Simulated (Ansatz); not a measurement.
# TiO (P6_3/mmc) in Ansatz: band structure with PBEsol

Aim: the band structure of TiO with PBEsol.

Program: Ansatz 0.2.0. These are calculated values, not measurements. Logs are shortened: lines on timing, memory, paths and dates and some standing lists are left out, and cuts for length are marked.

## 1. Starting point

The structure is hexagonal, space group P6_3/mmc (No. 194). The conventional cell has a = 2.852 Å, b = 2.852 Å, c = 5.568 Å, α = 90.00°, β = 90.00°, γ = 120.00°. Ti (site symmetry -6m2) has 6 O at 2.16 Å as nearest neighbours. O (site symmetry -3m) is surrounded by 6 Ti at 2.16 Å.

The cell comes from a database or a generator and needn't be the stable form of this composition.

## 2. Band structure, PBEsol

File input.yaml:

```yaml
crystal:
  lattice:
    - [2.8516080131, 0.0, 0.0]
    - [-1.4258040066, 2.469564981, 0.0]
    - [0.0, 0.0, 5.567503]
  atoms:
    - { symbol: Ti, position: [0.6666666667, 0.3333333333, 0.75] }
    - { symbol: Ti, position: [0.3333333333, 0.6666666667, 0.25] }
    - { symbol: O, position: [0.0, 0.0, 0.5] }
    - { symbol: O, position: [0.0, 0.0, 0.0] }
hamiltonian:
  xc: pbesol
  pseudopotentials: { kind: paw }
kpoints:
  mp_grid: { grid: [11, 11, 5] }
  band_path:
    path:
      - [[0.0, 0.0, 0.0], [0.5, 0.0, 0.0], [0.3333333333, 0.3333333333, 0.0], [0.0, 0.0, 0.0], [0.0, 0.0, 0.5], [0.5, 0.0, 0.5], [0.3333333333, 0.3333333333, 0.5], [0.0, 0.0, 0.5]]
      - [[0.5, 0.0, 0.5], [0.5, 0.0, 0.0]]
      - [[0.3333333333, 0.3333333333, 0.0], [0.3333333333, 0.3333333333, 0.5]]
    npoints: 14
scf:
  occupations: { method: fermi_dirac, width: 0.05 }
  n_extra_bands: 10
output:
  forces: true
  stress: true
  eigenvalues: true
  fatbands: true
```

Potentials or basis: Ansatz PAW.

On the command line:

```sh
> ansatz run input.yaml --threads 2 --pin off --max-ram 5632MiB --backend cpu --events-out ev --progress --plain --runs-dir out
```

Log:

```text
Warning: RAYON_NUM_THREADS=2 ignored (pool sized by the plan → 2); use --threads N
scf.n_extra_bands = 10 over 18 filled bands (N_el = 36.0): the run solves 28 bands
Engine: ansatz 0.2.0, x86_64-unknown-linux-gnu
Pseudopotentials: kind: paw
Pseudopotential: Ti, paw, valence charge 12, recommended cutoff 420 eV (normal), Ti.paw.azcp
Pseudopotential: O, paw, valence charge 6, recommended cutoff 420 eV (normal), O.paw.azcp
Functional definition: PBEsol
  exchange = pbesol_x
  correlation = pbesol_c
Crystal: 4 atoms, lattice volume = 39.208 Å³
Basis set: ecut = 420 eV, 799 PW (Γ), exchange–correlation on 40×40×80 points (8 copies of the dense FFT grid, shifted against one another)
Bands: 28, of which v1, the nominal top of the filled ones, is band 18 counted from 1 (17 counted from 0)
Symmetry: 24 space group operations
Space group: P63/mmc (ITA 194), of the structure as read, at distance tolerance 3.4e-5 Å
k-points: 48 of 605
Non-local potential: Ti, projectors of the file, l = 0: 3, l = 1: 2, l = 2: 3, l = 3: 1
Non-local potential: O, projectors of the file, l = 0: 2, l = 1: 2, l = 2: 1
PAW form: soft (Blöchl's): semilocal exchange-correlation on the pseudo side does not see the compensation charge
PAW frozen core: Ti, regenerated for the run's functional, and the local potential with it (the file was generated under x = pbe(κ = 0.804, μ = 0.2195149727645171), c = pbe(β = 0.06672455060314922))
PAW frozen core: O, regenerated for the run's functional, and the local potential with it (the file was generated under x = pbe(κ = 0.804, μ = 0.2195149727645171), c = pbe(β = 0.06672455060314922))
PAW one-centre angular grid: Ti, 590 points (default); XC on 64 Gauss nodes
PAW one-centre angular grid: O, 110 points (default); XC on 64 Gauss nodes
Initial density: superposition of atomic densities (neutral atoms: chi_scale 0, normalization atom), corrected by the library's trained network
Initial wavefunctions: pseudopotential atomic-orbital guess
Functional: x = pbesol(κ = 0.804, μ = 0.12345679012345678), c = pbesol(β = 0.046)
SCF iter   1: F=—  HF=-6074.677145 eV  |F-HF|=—  |Δ(HF+E_count)|=         —  Δρ=2.09e-2  dr2=1.16e-1  ethr=1.77e-3  ⟨swp⟩=4.9  Hψ=4821  notcnv=0  defer=2
preconditioner: auto → Kerker (q_TF=auto, 2.690 Å⁻¹)  [metal: Δε(μ)=0.083 eV  Ē_g=11.464 eV  σ=0.050 eV  W_gap=0.39  n_scr=10 (ndim 8)  ℏωp=26.5 eV  f_vac=0.000  D(μ)=0.78/eV (n_scr^D=2)]
SCF iter   2: F=—  HF=-6074.652852 eV  |F-HF|=—  |Δ(HF+E_count)|=   2.43e-2  Δρ=9.40e-3  dr2=2.67e-2  ethr=3.23e-4  ⟨swp⟩=2.0  Hψ=2120  notcnv=0  defer=76
SCF iter   3: F=—  HF=-6074.646956 eV  |F-HF|=—  |Δ(HF+E_count)|=   5.90e-3  Δρ=2.01e-3  dr2=1.52e-3  ethr=7.43e-5  ⟨swp⟩=2.0  Hψ=2057  notcnv=0  defer=76
SCF iter   4: F=—  HF=-6074.646527 eV  |F-HF|=—  |Δ(HF+E_count)|=   4.30e-4  Δρ=3.50e-4  dr2=5.16e-5  ethr=4.21e-6  ⟨swp⟩=1.9  Hψ=1370  notcnv=0  defer=76
SCF iter   5: F=—  HF=-6074.646460 eV  |F-HF|=—  |Δ(HF+E_count)|=   6.66e-5  Δρ=8.10e-5  dr2=1.85e-6  ethr=1.43e-7  ⟨swp⟩=2.2  Hψ=1675  notcnv=0  defer=76
SCF iter   6: F=-6074.646460 eV  HF=-6074.646460 eV  |F-HF|=1.37e-9  |Δ(HF+E_count)|=   1.44e-7  Δρ=1.60e-5  dr2=7.65e-8  ethr=2.78e-10  ⟨swp⟩=6.3  Hψ=5153  notcnv=0
SCF 1 converged in 6 iterations: F = -6074.646460 eV  dr2 = 7.65e-8
NSCF: frozen V_eff on 129 k-points
SCF converged after 6 iterations
Free energy (F): -6074.646460 eV
Harris-Foulkes:  -6074.646460 eV  (|F-HF|=1.37e-9)
Internal energy: -6074.639644 eV  (E = F + TS)
E sigma→0 (E₀):  -6074.643052 eV
Entropy (-TS):   -0.006816 eV (-1.704 meV/atom)
Fermi energy:    16.826483 eV
--- Per-component energies (eV) ---
  E_band       = -204.736452
  E_kinetic    = 899.974541
  E_local      = -1812.596602  (includes V_loc(G=0)·N_el)
  E_nonlocal   = 115.578709
  E_hartree    = 719.424610
  E_xc         = -341.799672
  E_vxc        = -433.793237  (∫ρ·V_xc dr)
  E_paw        = -2350.159200  (= ΣΔE_a)
  E_vpaw       = -412.751136  (= ΣTr[D̂ρ^β])
  E_aug_tail   = 0.005028  (compensation charges beyond the density's cutoff)
  E_ewald      = -3305.416402
  E_core_change = 0.349344  (= ΣΔE_core)
  E_smearing   = -0.006816  (= −TS)
  E_closure    = 0.000000  (closes the sum)
  Σ components = -6074.646460   (vs F -6074.646460, Δ=0.00e0)
--- Forces (eV/Å), atoms counted from 1 ---
  atom   1  Ti     0.00000000     0.00000000     0.00000000
  atom   2  Ti    -0.00000000    -0.00000000     0.00000000
  atom   3  O     -0.00000000    -0.00000000     0.00000000
  atom   4  O     -0.00000000     0.00000000    -0.00000000
  max |Σ_I F_I| component: 9.25e-18 eV/Å
--- Stress (GPa, compression-positive) ---
       -9.024293      -0.000000       0.000000
        0.000000      -9.024293       0.000000
        0.000000       0.000000     -11.979784
  P = ⅓ Tr σ = -10.0095 GPa (-100.095 kbar)
--- Band table (eV; the first three rows and the last of 48) ---
  k-point 0: bands = ["-40.7879", "-40.7433", "-17.6497", "-17.1643", "-16.7540", "-16.7540", "-16.7400", "-16.7400", "-5.0353", "-3.7300", "7.3721", "10.9631", "10.9631", "11.4348", "11.4348", "11.4852", "14.7445", "16.5951", "16.5951", "16.8533", "17.6081", "17.6081", "18.0122", "18.5946", "18.5946", "19.6995", "19.6995", "23.1303"]
  k-point 1: bands = ["-40.7836", "-40.7476", "-17.6055", "-17.2130", "-16.7527", "-16.7527", "-16.7413", "-16.7413", "-4.9190", "-3.8657", "7.6671", "10.8498", "10.9949", "10.9949", "11.3738", "11.3738", "15.1914", "16.7576", "16.7671", "16.7671", "17.6929", "17.6929", "18.3205", "18.5022", "18.5022", "19.5005", "19.5005", "21.8811"]
  k-point 2: bands = ["-40.7725", "-40.7588", "-17.4878", "-17.3379", "-16.7492", "-16.7492", "-16.7448", "-16.7448", "-4.6081", "-4.2074", "8.4800", "9.6353", "11.0897", "11.0897", "11.2326", "11.2326", "15.9064", "16.4489", "17.1947", "17.1947", "17.6341", "17.6341", "18.5564", "18.5564", "19.0223", "19.0223", "19.1674", "20.3864"]
  k-point 47: bands = ["-40.6397", "-40.6384", "-17.3667", "-17.3339", "-17.2398", "-17.2150", "-17.1081", "-17.0995", "-3.7575", "-3.6994", "8.4081", "8.4829", "9.3550", "9.8127", "9.8240", "9.9267", "16.2139", "16.4378", "18.3268", "18.3313", "18.6230", "18.6836", "18.9063", "19.0173", "19.8754", "19.9631", "25.5971", "25.7097"]
```

It took 3.2 s on 2 threads of AMD EPYC 7R13 (Zen 3), shared host; peak memory 0.39 GiB.

What came out:

```
Free energy            : -6074.6465 eV
Pressure               : -10.0 GPa
Band gap on the k mesh : none (metal or under the smearing width)
```

Stress tensor (GPa, compression positive):
```
 -9.02   0.00   0.00
  0.00  -9.02   0.00
  0.00   0.00 -11.98
```

Levels at the corners of the path, in eV from the Fermi level:
| point | band 15 | band 16 | band 17 | band 18 | band 19 | band 20 | band 21 | band 22 |
| --- | --- | --- | --- | --- | --- | --- | --- | --- |
| Γ | -5.39 | -5.34 | -2.08 | -0.23 | -0.23 | 0.03 | 0.78 | 0.78 |
| M | -5.88 | -5.55 | -2.80 | -0.05 | 0.65 | 1.41 | 2.00 | 2.32 |
| K | -7.74 | -6.37 | -0.47 | -0.47 | 1.20 | 1.66 | 1.66 | 1.75 |
| Γ | -5.39 | -5.34 | -2.08 | -0.23 | -0.23 | 0.03 | 0.78 | 0.78 |
| A | -5.67 | -5.67 | -0.62 | -0.62 | 0.61 | 0.61 | 0.61 | 0.61 |
| L | -6.20 | -6.20 | -1.38 | -1.38 | 1.79 | 1.79 | 2.12 | 2.12 |
| H | -6.98 | -6.98 | -0.40 | -0.40 | 1.47 | 1.47 | 1.85 | 1.85 |
| A | -5.67 | -5.67 | -0.62 | -0.62 | 0.61 | 0.61 | 0.61 | 0.61 |
| L | -6.20 | -6.20 | -1.38 | -1.38 | 1.79 | 1.79 | 2.12 | 2.12 |
| M | -5.88 | -5.55 | -2.80 | -0.05 | 0.65 | 1.41 | 2.00 | 2.32 |
| K | -7.74 | -6.37 | -0.47 | -0.47 | 1.20 | 1.66 | 1.66 | 1.75 |
| H | -6.98 | -6.98 | -0.40 | -0.40 | 1.47 | 1.47 | 1.85 | 1.85 |

Caveat: the pressure holds a Pulay correction of +0.7 GPa for the finite cutoff; semilocal functionals often make such compounds metallic where correlation or magnetic order opens a gap, which also shifts bond lengths; the PAW data sets come from PBE, with cores solved anew for the run's functional, which leaves a small shift of forces and pressure.

## 3. For comparison

An earlier run on the cell as given: functional PBEsol; potentials or basis Ansatz PAW; cutoff 420 eV (not typed: the program's choice for these potentials); k mesh 11 × 11 × 5; occupations fermi-dirac, width 0.05 eV; no spin polarisation.

* Pressure: -10.0 GPa
* Band gap on the k mesh: none (metal or under the smearing width)
